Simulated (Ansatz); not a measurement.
**Si: before and after**

Level of theory: DFT PBE, scalar-relativistic, plane waves, PAW (Ansatz 0.2.0). Settings: cutoff 420 eV, Γ-centred meshes no coarser than 0.19 Å⁻¹ for metals and 0.3 Å⁻¹ for insulators (2π included), Gaussian smearing.

The start was the omega type (P6/mmm, No. 191), relaxed within its symmetry. A cell of 6 atoms (2 times the primitive one) was then disturbed at random, relaxed without symmetry and relaxed once more on a fine mesh. For metals, differences of a few meV/atom aren't resolved.

Before:

Space group P6/mmm (No. 191). a = 4.438 Å, b = 4.438 Å, c = 2.593 Å, α = 90.00°, β = 90.00°, γ = 120.00°
```json
{"atom": "Si", "site": "1a", "symmetry": "6/mmm", "x": "0.0000", "y": "0.0000", "z": "0.0000"}
{"atom": "Si", "site": "2d", "symmetry": "-6m2", "x": "0.3333", "y": "0.6667", "z": "0.5000"}
```

After:

```cif
data_structure
_symmetry_space_group_name_H-M 'P6/mmm'
_symmetry_Int_Tables_number 191
_cell_length_a 2.6479
_cell_length_b 2.6479
_cell_length_c 2.4871
_cell_angle_alpha 90.000
_cell_angle_beta 90.000
_cell_angle_gamma 120.000
_cell_volume 15.10
loop_
_atom_site_label
_atom_site_type_symbol
_atom_site_symmetry_multiplicity
_atom_site_Wyckoff_symbol
_atom_site_fract_x
_atom_site_fract_y
_atom_site_fract_z
_atom_site_occupancy
Si1 Si 1 b 0.00000 0.00000 0.50000 1
```

Q: Is this a distortion of the same structure or a reconstruction, and what lowers the energy?

A: A reconstruction, from P6/mmm (No. 191) to P6/mmm (No. 191). Each Si has on average 8 Si contacts in place of 12, shorter on average (2.77 → 2.61 Å). The result is the simple hexagonal structure.

Q: What does it gain?

A: 191 meV/atom, with the volume going from 14.75 to 15.10 Å³/atom.

This form isn't the element's structure at ambient conditions.